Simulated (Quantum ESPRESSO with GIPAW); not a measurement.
# 25Mg shielding of MgO under strain

GIPAW runs (PBEsol, plane-wave PAW from pslibrary 1.0.0 recipes, cutoffs 65 and 390 Ry, one 7×7×6 mesh for all shielding runs; Quantum ESPRESSO with GIPAW, a patched development version; no spin-orbit coupling, no macroscopic shape term) on MgO, space group P6_3/mmc before straining. The cell below is strained along the z axis of the cell given, with the other two held, and the atoms keep their fractional coordinates.

```xyz
4
Lattice="3.4864 0.0000 0.0000 -1.7432 3.0193 0.0000 0.0000 0.0000 4.1780" Properties=species:S:1:pos:R:3 pbc="T T T"
Mg    0.0000    2.0129    1.0445
Mg    1.7432    1.0064    3.1335
O     0.0000    2.0129    3.1335
O     1.7432    1.0064    1.0445
```

The cell is a computed entry of the Materials Project; it need not be the form that is stable at ambient conditions.

The bonds are those of Mg (atom 1; MgO5). One row is withheld.

```tsv
strain (%)	mean bond (Å)	σ_iso Mg (ppm)	σ_iso O (ppm)	span Mg (ppm)
-2	2.0266	507.69	183.41	28.1
-1.5	2.0308	508.36	183.64	30.0
-1	2.0350	509.01	183.89	31.8
0	2.0433	510.23	184.34	35.3
+0.5	2.0475	510.80	184.56	36.9
+1	2.0517	511.35	184.77	38.5
+2	2.0600	?	?	?
```

**Task.** Fit σ_iso of Mg against strain, judge whether a straight line is enough, and predict the withheld row at +2 %.

1. With n = 6: Σx = -3.000, Σy = 3057.44, Σx² = 8.5000, Σxy = -1520.180.

2. Slope b = (nΣxy − ΣxΣy)/(nΣx² − (Σx)²) = 1.22 ppm per %, intercept a = (Σy − bΣx)/n = 510.18 ppm.

3. Residuals (run less line), in the order of the table: -0.05, +0.01, +0.05, +0.05, +0.01, -0.05 ppm. They bend in one sense; the largest is 1.5 % of the range of σ, so a line serves for most purposes and a parabola takes up the rest: σ = 510.23 + 1.170 x − 0.050 x², with residuals of 0.01 ppm or less.

4. At +2 % (outside the fitted range) the line gives 512.62 ppm and the parabola 512.37 ppm.

5. The run gives:

```tsv
strain (%)	mean bond (Å)	σ_iso Mg (ppm)	σ_iso O (ppm)	span Mg (ppm)
+2	2.0600	512.38	185.18	41.5
```

Prediction less run: the line misses by +0.24 ppm, the parabola by -0.01 ppm. By the parabola, a strain of +1 % changes σ of Mg by +1.12 ppm and one of −1 % by -1.22 ppm; the mean slope is +1.22 ppm per %, or 1.5 ppm for 0.01 Å of mean bond length. The shift moves the opposite way, scaled by the slope of a reference line. Over the table σ of O goes from 183.41 to 185.18 ppm. Zero strain is the database's lattice, not this functional's rest cell, and neither cutoff nor mesh was tested for the slopes. The omitted shape term, common to all sites, changes with strain too. This build of gipaw.x prints that it is not audited and that its numbers are no references by themselves. 25Mg is quadrupolar, so a real line also moves with the field gradient, which is not computed here.

[Banner, clock, file and message-heading lines were taken out of the pw.x and gipaw.x logs.]

[Logs are printed without paths, hosts, clocks, repeated set-up lines and the standing remarks that a program may print on its own settings, such as how far it seeks lower states.]

[Hosts, paths, dates, database ids (printed as entryN), source tags and the programs' standing remarks are cut or masked in the printed files.]
